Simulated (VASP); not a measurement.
# Ge (Cmmm) in VASP: further runs

Runs on Ge. Level: PBE. Tasks: single point.

All numbers are computed with VASP 6.6.1; they aren't measurements. Logs are shortened: lines on timing, memory, paths and dates and some standing lists are left out, and cuts for length are marked.

## Step 1: The structure

The structure is orthorhombic, space group Cmmm (No. 65). The conventional cell has a = 2.794 Å, b = 5.201 Å, c = 2.698 Å, α = 90.00°, β = 90.00°, γ = 90.00°. Ge (site symmetry mmm) is surrounded by 8 Ge at 2.70 to 2.95 Å.

This isn't the form of Ge at room conditions, which is diamond.

## Step 2: Single point, PBE

INCAR

```
PREC = Accurate ; ENCUT = 450
EDIFF = 1E-7 ; ISMEAR = 0
SIGMA = 0.2 ; LREAL = F
LASPH = T ; NELM = 100
ALGO = Normal ; ISIF = 2
LWAVE = F ; LCHARG = F
GGA = PE ; NBANDS = 13
ADDGRID = F
```

KPOINTS

```
Automatic mesh
0
Gamma
  5 5 5
```

POSCAR

```
Ge
1.0
    1.3971490000     -2.6005160000      0.0000000000
    1.3971490000      2.6005160000      0.0000000000
    0.0000000000      0.0000000000      2.6982310000
Ge
1
Direct
    0.5000000000      0.5000000000      0.0000000000
```

Potentials or basis: VASP PAW PBE potentials, release 64 (Ge_d).

Launch:

```bash
cat potpaw_PBE.64/Ge_d/POTCAR > POTCAR
mpirun -np 1 vasp_std > vasp.out
```

OUTCAR:

```text
PREC = Accurate
   ENCUT = 450
   EDIFF = 1E-7
   ISMEAR = 0
   LREAL = F
   LASPH = T
   NELM = 100
   ISIF = 2
   GGA = PE

 Found     27 irreducible k-points:

 Following reciprocal coordinates:
            Coordinates               Weight
  0.000000  0.000000  0.000000      1.000000
  0.200000 -0.000000  0.000000      4.000000
  0.400000  0.000000  0.000000      4.000000
  0.200000  0.200000  0.000000      2.000000
  0.400000  0.200000  0.000000      4.000000
 -0.400000  0.200000  0.000000      4.000000
   k-points           NKPTS =     27   k-points in BZ     NKDIM =     27   number of bands    NBANDS=     13
   number of dos      NEDOS =    301   number of ions     NIONS =      1
   total plane-waves  NPLWV =   8000
   dimension x,y,z NGX =    20 NGY =   20 NGZ =   20
   dimension x,y,z NGXF=    40 NGYF=   40 NGZF=   40
   ions per type =               1
   NGX,Y,Z   is equivalent  to a cutoff of  11.26, 11.26, 12.32 a.u.
   NGXF,Y,Z  is equivalent  to a cutoff of  22.53, 22.53, 24.65 a.u.
 SYSTEM =  unknown system
   PREC   = accura    normal or accurate (medium, high low for compatibility)
   ISTART =      0    job   : 0-new  1-cont  2-samecut
   ICHARG =      2    charge: 1-file 2-atom 10-const
   ISPIN  =      1    spin polarized calculation?
   LNONCOLLINEAR =      F non collinear calculations
   LSORBIT =      F    spin-orbit coupling
   LASPH  =      T    aspherical Exc in radial PAW
   ENCUT  =  450.0 eV  33.07 Ry    5.75 a.u.   5.11  5.11  4.67*2*pi/ulx,y,z
   NELM   =    100;   NELMIN=  2; NELMDL= -5     # of ELM steps
   EDIFF  = 0.1E-06   stopping-criterion for ELM
   LREAL  =      F    real-space projection
   EDIFFG = 0.1E-05   stopping-criterion for IOM
   NSW    =      0    number of steps for IOM
   IBRION =     -1    ionic relax: 0-MD 1-quasi-New 2-CG
   NFREE  =      0    steps in history (QN), initial steepest desc. (CG)
   ISIF   =      2    stress and relaxation
   ISYM   =      2    0-nonsym 1-usesym 2-fastsym
   POTIM  = 0.5000    time-step for ionic-motion
   TEBEG  =    0.0;   TEEND  =   0.0 temperature during run
   PSTRESS=    0.0 pullay stress
   NELECT =      14.0000    total number of electrons
   NUPDOWN=      -1.0000    fix difference up-down
   EMIN   =  10.00;   EMAX   =-10.00  energy-range for DOS
   EFERMI =   0.00;   METHOD = LEGACY
   ISMEAR =     0;   SIGMA  =   0.20  broadening in eV -4-tet -1-fermi 0-gaus
   EFERMI_NEDOS =   21; number of points for ismear=-14 and -15
   IALGO  =     38    algorithm
   IMIX   =      4    mixing-type and parameters
     AMIX     =   0.40;   BMIX     =  1.00
     AMIX_MAG =   1.60;   BMIX_MAG =  1.00
  volume/ion in A,a.u.               =      19.61       132.31
  Fermi-wavevector in a.u.,A,eV,Ry     =   1.463234  2.765111 29.130796  2.141053
  Thomas-Fermi vector in A             =   2.579353
   LORBIT       =      0    0 simple, 1 ext, 2 COOP (PROOUT), +10 PAW based schemes
   GGA     = PE    functional components
   LHFCALC =     F    Hartree Fock is set to
   AEXX    =    0.0000 exact exchange contribution
   IVDW    =     0    specifies the selected vdW correction
   LEPSILON=     F    determine dielectric tensor
   LRPA    =     F    only Hartree local field effects (RPA)
 non-spin polarized calculation
 Gauss-broadening in eV      SIGMA  =   0.20
  energy-cutoff  :      450.00
  volume of cell :       19.61
 maximum number of plane-waves:       433
   NGX = 11   NGY = 11   NGZ =  9

 number of electron      14.0000004 magnetization

 Free energy of the ion-electron system (eV)
  ---------------------------------------------------
  ext. energy  EPLUGINS =         0.00000000
  ---------------------------------------------------
  free energy    TOTEN  =        -4.24659045 eV

  energy without entropy =       -4.23182768  energy(sigma->0) =       -4.23920906

 E-fermi :   6.0775     XC(G=0): -11.0339

 val. band max:        5.9393278829   @ k =   0.4000   0.4000   0.4000
 cond. band min:       6.1317805867   @ k =   0.4000   0.2000   0.2000
 fundamental gap:      0.1924527038
 Fermi energy:         6.0774792044

 k-point     1 :       0.0000    0.0000    0.0000
  band No.  band energies     occupation
      1     -18.4945      2.00000
      2     -18.4234      2.00000
      3     -18.3731      2.00000
      4     -18.2760      2.00000
      5     -18.2619      2.00000
      6      -6.6390      2.00000
      7      12.8839      0.00000
      8      13.3624      0.00000
      9      14.8699      0.00000
     10      16.3767      0.00000
     11      18.7191      0.00000
     12      21.0871      0.00000
     13      21.2355      0.00000

 k-point     2 :       0.2000   -0.0000    0.0000
  band No.  band energies     occupation
      1     -18.4721      2.00000
      2     -18.3980      2.00000
      3     -18.3628      2.00000
      4     -18.2846      2.00000
      5     -18.2758      2.00000
      6      -5.6695      2.00000
      7       9.0640      0.00000
      8      11.6565      0.00000
      9      13.8077      0.00000
     10      15.9832      0.00000
     11      18.0805      0.00000
     12      22.4580      0.00000
     13      25.5905      0.00000
[... 33 lines left out ...]
 k-point     5 :       0.4000    0.2000    0.0000
  band No.  band energies     occupation
      1     -18.4378      2.00000
      2     -18.3789      2.00000
      3     -18.3116      2.00000
      4     -18.3037      2.00000
      5     -18.2936      2.00000
      6      -1.1548      2.00000
      7       1.7002      2.00000
      8       5.3904      2.00000
      9      17.0715      0.00000
     10      19.3027      0.00000
     11      22.9809      0.00000
     12      23.5709      0.00000
     13      23.6805      0.00000

 k-point     6 :      -0.4000    0.2000    0.0000
  band No.  band energies     occupation
      1     -18.4518      2.00000
      2     -18.4014      2.00000
      3     -18.3237      2.00000
      4     -18.3019      2.00000
      5     -18.2802      2.00000
      6      -4.0012      2.00000
      7       5.1678      2.00000
      8       7.4571      0.00000
      9      15.2356      0.00000
     10      19.3490      0.00000
     11      20.6918      0.00000
     12      23.4678      0.00000
     13      26.1439      0.00000

 [... further k-points ...]

------------------------ aborting loop because EDIFF is reached ----------------------------------------

  FORCE on cell =-STRESS in cart. coord.  units (eV):
  Direction    XX          YY          ZZ          XY          YZ          ZX
  --------------------------------------------------------------------------------------
  -------------------------------------------------------------------------------------
  Total       -0.3493422      0.8994118     -0.1137379      0.0000000      0.0000000      0.0000000
  in kB      -28.5463271     73.4949998     -9.2940334      0.0000000      0.0000000      0.0000000
  external PRESSURE =      11.8848798 kB  Pullay stress =       0.0000000 kB

 VOLUME and BASIS-vectors are now :
 -----------------------------------------------------------------------------
  energy-cutoff  :      450.00
  volume of cell :       19.61
      direct lattice vectors                 reciprocal lattice vectors
     1.397149000 -2.600516000  0.000000000     0.357871637 -0.192269534  0.000000000
     1.397149000  2.600516000  0.000000000     0.357871637  0.192269534  0.000000000
     0.000000000  0.000000000  2.698231000     0.000000000  0.000000000  0.370613191

 POSITION                                       TOTAL-FORCE (eV/Angst)
 -----------------------------------------------------------------------------------
      1.39715      0.00000      0.00000         0.000000      0.000000      0.000000
 -----------------------------------------------------------------------------------
    total drift:                               -0.000000      0.000000     -0.000000

  FREE ENERGIE OF THE ION-ELECTRON SYSTEM (eV)
  ---------------------------------------------------
  free  energy   TOTEN  =        -4.2465904466 eV

  energy  without entropy=       -4.2318276801  energy(sigma->0) =       -4.23920906
```

OSZICAR:

```text
N       E                     dE             d eps       ncg     rms          rms(c)
DAV:   1     0.605784039606E+02    0.60578E+02   -0.65447E+03   740   0.270E+03
DAV:   2     0.892763385549E+00   -0.59686E+02   -0.56952E+02   737   0.378E+02
DAV:   3    -0.418250867375E+01   -0.50753E+01   -0.50604E+01   827   0.693E+01
DAV:   4    -0.425277353833E+01   -0.70265E-01   -0.70258E-01   787   0.905E+00
DAV:   5    -0.425352111312E+01   -0.74757E-03   -0.74757E-03   842   0.990E-01    0.127E+00
DAV:   6    -0.424842897369E+01    0.50921E-02   -0.54469E-03   877   0.163E+00    0.727E-01
DAV:   7    -0.424663906008E+01    0.17899E-02   -0.42235E-03   896   0.121E+00    0.670E-02
DAV:   8    -0.424658964216E+01    0.49418E-04   -0.55082E-04   857   0.522E-01    0.258E-02
DAV:   9    -0.424659097743E+01   -0.13353E-05   -0.13036E-05   881   0.632E-02    0.782E-03
DAV:  10    -0.424659064838E+01    0.32905E-06   -0.50060E-07   752   0.901E-03    0.106E-03
DAV:  11    -0.424659046630E+01    0.18209E-06   -0.82697E-08   561   0.579E-03    0.166E-04
DAV:  12    -0.424659044660E+01    0.19697E-07   -0.58132E-09   406   0.980E-04
   1 F= -.42465904E+01 E0= -.42392091E+01  d E =-.147628E-01
```

stdout:

```text
POSCAR found type information on POSCAR Ge
 POSCAR found :  1 types and       1 ions
 scaLAPACK will be used
 LDA part: xc-table for (Slater+PW92), standard interpolation
 POSCAR, INCAR and KPOINTS ok, starting setup
 FFT: planning ... GRIDC
 FFT: planning ... GRID_SOFT
 FFT: planning ... GRID
 WAVECAR not read
 entering main loop
```

Wall time 2.6 s (1 thread of Intel Xeon 6975P-C (Granite Rapids), shared host); peak memory 0.11 GiB.

These settings aren't checked as converged: the numbers below hold their error.

What came out:

* Free energy: -4.2466 eV
* Pressure: 1.2 GPa
* Band gap on the k mesh: none (metal or under the smearing width)

Caveat: the k mesh is coarse (spacing up to 0.51 Å⁻¹), so the values aren't converged.

## Step 3: Single point, PBE

This run uses another cell than the first one, of the same volume but with other edges.

INCAR is that of step 2.

KPOINTS is that of step 2.

POSCAR

```
Ge
1.0
    1.4161900000     -2.6475770000      0.0134350000
    1.3961930000      2.6368340000      0.0183540000
    0.0306960000      0.0025520000      2.6389690000
Ge
1
Direct
    0.4852650000      0.4800630000      0.0156560000
```

Potentials or basis: VASP PAW PBE potentials, release 64 (Ge_d).

Launch:

```bash
cat potpaw_PBE.64/Ge_d/POTCAR > POTCAR
mpirun -np 1 vasp_std > vasp.out
```

OUTCAR:

```text
PREC = Accurate
   ENCUT = 450
   EDIFF = 1E-7
   ISMEAR = 0
   LREAL = F
   LASPH = T
   NELM = 100
   ISIF = 2
   GGA = PE

 Found     63 irreducible k-points:

 Following reciprocal coordinates:
            Coordinates               Weight
  0.000000  0.000000  0.000000      1.000000
  0.200000  0.000000  0.000000      2.000000
  0.400000 -0.000000  0.000000      2.000000
 -0.000000  0.200000  0.000000      2.000000
  0.200000  0.200000  0.000000      2.000000
  0.400000  0.200000  0.000000      2.000000
   k-points           NKPTS =     63   k-points in BZ     NKDIM =     63   number of bands    NBANDS=     13
   number of dos      NEDOS =    301   number of ions     NIONS =      1
   total plane-waves  NPLWV =  10368
   dimension x,y,z NGX =    24 NGY =   24 NGZ =   18
   dimension x,y,z NGXF=    48 NGYF=   48 NGZF=   36
   ions per type =               1
   NGX,Y,Z   is equivalent  to a cutoff of  13.29, 13.37, 11.34 a.u.
   NGXF,Y,Z  is equivalent  to a cutoff of  26.58, 26.74, 22.68 a.u.
 SYSTEM =  unknown system
   PREC   = accura    normal or accurate (medium, high low for compatibility)
   ISTART =      0    job   : 0-new  1-cont  2-samecut
   ICHARG =      2    charge: 1-file 2-atom 10-const
   ISPIN  =      1    spin polarized calculation?
   LNONCOLLINEAR =      F non collinear calculations
   LSORBIT =      F    spin-orbit coupling
   LASPH  =      T    aspherical Exc in radial PAW
   ENCUT  =  450.0 eV  33.07 Ry    5.75 a.u.   5.19  5.16  4.56*2*pi/ulx,y,z
   NELM   =    100;   NELMIN=  2; NELMDL= -5     # of ELM steps
   EDIFF  = 0.1E-06   stopping-criterion for ELM
   LREAL  =      F    real-space projection
   EDIFFG = 0.1E-05   stopping-criterion for IOM
   NSW    =      0    number of steps for IOM
   IBRION =     -1    ionic relax: 0-MD 1-quasi-New 2-CG
   NFREE  =      0    steps in history (QN), initial steepest desc. (CG)
   ISIF   =      2    stress and relaxation
   ISYM   =      2    0-nonsym 1-usesym 2-fastsym
   POTIM  = 0.5000    time-step for ionic-motion
   TEBEG  =    0.0;   TEEND  =   0.0 temperature during run
   PSTRESS=    0.0 pullay stress
   NELECT =      14.0000    total number of electrons
   NUPDOWN=      -1.0000    fix difference up-down
   EMIN   =  10.00;   EMAX   =-10.00  energy-range for DOS
   EFERMI =   0.00;   METHOD = LEGACY
   ISMEAR =     0;   SIGMA  =   0.20  broadening in eV -4-tet -1-fermi 0-gaus
   EFERMI_NEDOS =   21; number of points for ismear=-14 and -15
   IALGO  =     38    algorithm
[... 17 lines left out ...]
 maximum number of plane-waves:       433
 NGX is ok and might be reduce to    24

 number of electron      14.0000005 magnetization

 Free energy of the ion-electron system (eV)
  ---------------------------------------------------
  ext. energy  EPLUGINS =         0.00000000
  ---------------------------------------------------
  free energy    TOTEN  =        -4.25246524 eV

  energy without entropy =       -4.23760322  energy(sigma->0) =       -4.24503423

 E-fermi :   6.0361     XC(G=0): -11.0370

 val. band max:        5.9977356826   @ k =   0.2000   0.4000   0.2000
 cond. band min:       6.0392090179   @ k =   0.4000  -0.0000   0.4000
 fundamental gap:      0.0414733353
 Fermi energy:         6.0360613975

 k-point     1 :       0.0000    0.0000    0.0000
  band No.  band energies     occupation
      1     -18.5466      2.00000
      2     -18.4571      2.00000
      3     -18.4048      2.00000
      4     -18.3028      2.00000
      5     -18.2921      2.00000
      6      -6.6492      2.00000
      7      12.7552      0.00000
      8      13.7448      0.00000
      9      14.4188      0.00000
     10      16.7224      0.00000
     11      18.3588      0.00000
     12      20.7643      0.00000
     13      21.0530      0.00000
[... 66 lines left out ...]
  band No.  band energies     occupation
      1     -18.4930      2.00000
      2     -18.4168      2.00000
      3     -18.3446      2.00000
      4     -18.3350      2.00000
      5     -18.3182      2.00000
      6      -1.4453      2.00000
      7       1.6570      2.00000
      8       5.2563      2.00000
      9      17.6982      0.00000
     10      18.9133      0.00000
     11      23.3738      0.00000
     12      24.1016      0.00000
     13      24.7752      0.00000

 [... further k-points ...]

------------------------ aborting loop because EDIFF is reached ----------------------------------------

  FORCE on cell =-STRESS in cart. coord.  units (eV):
  Direction    XX          YY          ZZ          XY          YZ          ZX
  --------------------------------------------------------------------------------------
  -------------------------------------------------------------------------------------
  Total       -0.9447144      0.6587783      0.3406967     -0.1435085      0.0080648     -0.0298749
  in kB      -77.1968490     53.8317267     27.8398559    -11.7267264      0.6590074     -2.4412147
  external PRESSURE =       1.4915779 kB  Pullay stress =       0.0000000 kB

 VOLUME and BASIS-vectors are now :
 -----------------------------------------------------------------------------
  energy-cutoff  :      450.00
  volume of cell :       19.61
      direct lattice vectors                 reciprocal lattice vectors
     1.416190000 -2.647577000  0.013435000     0.354897238 -0.187889191 -0.003946402
     1.396193000  2.636834000  0.018354000     0.356347309  0.190588350 -0.004329273
     0.030696000  0.002552000  2.638969000    -0.004285175 -0.000368995  0.378986066

 POSITION                                       TOTAL-FORCE (eV/Angst)
 -----------------------------------------------------------------------------------
      1.35797     -0.01889      0.05665        -0.000000     -0.000000     -0.000000
 -----------------------------------------------------------------------------------
    total drift:                                0.000054     -0.000164      0.000189

  FREE ENERGIE OF THE ION-ELECTRON SYSTEM (eV)
  ---------------------------------------------------
  free  energy   TOTEN  =        -4.2524652411 eV

  energy  without entropy=       -4.2376032240  energy(sigma->0) =       -4.24503423
```

stdout:

```text
POSCAR found type information on POSCAR Ge
 POSCAR found :  1 types and       1 ions
 scaLAPACK will be used
 LDA part: xc-table for (Slater+PW92), standard interpolation
 POSCAR, INCAR and KPOINTS ok, starting setup
 FFT: planning ... GRIDC
 FFT: planning ... GRID_SOFT
 FFT: planning ... GRID
 WAVECAR not read
 entering main loop
```

Run time: 4 s. Hardware: 1 thread of Intel Xeon 6975P-C (Granite Rapids), shared host; peak memory 0.13 GiB.

The run converged, but some of its settings lie outside the range that counts as converged, so its numbers aren't taken as properties of the crystal.

Results:

| Item | Value |
| --- | --- |
| Free energy | -4.2525 eV |
| Pressure | 0.1 GPa |
| Band gap on the k mesh | none (metal or under the smearing width) |

Caveat: the k mesh is coarse (spacing up to 0.51 Å⁻¹), so the values aren't converged.

## Step 4: For comparison

An earlier run on the cell as given: functional PBE; potentials or basis VASP PAW PBE potentials, release 64 (Ge_d); cutoff 520 eV; k mesh 11 × 11 × 10; occupations fermi-dirac, width 0.05 eV; no spin polarisation.

* Pressure: -0.6 GPa
* Band gap on the k mesh: none (metal or under the smearing width)
